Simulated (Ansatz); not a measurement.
Te in several cubic structure types, each at its own equilibrium volume.

Theory: Ansatz, PBE, plane waves, PAW datasets (generated soft set 1).

Settings: cutoff 420 eV; no spin polarisation; Fermi–Dirac smearing of 0.0612 eV; k-meshes 40³ (bcc), 39³ (fcc).

Problem. Rank the structures by energy per atom, lowest first.
A. bcc
B. fcc

Solution. A (0.0 meV/atom), B (105 meV/atom).

Problem. Give the equilibrium volume and bulk modulus of each.

Solution. 
```csv
structure,V₀ (Å³/atom),B₀ (GPa)
bcc,28.52,55
fcc,28.28,54
```

Only these cubic types are compared here; the real ground state can be another structure or magnetic.

Model structures, not the usual forms at ambient conditions (metastable or hypothetical): Te (bcc type), Te (fcc type).
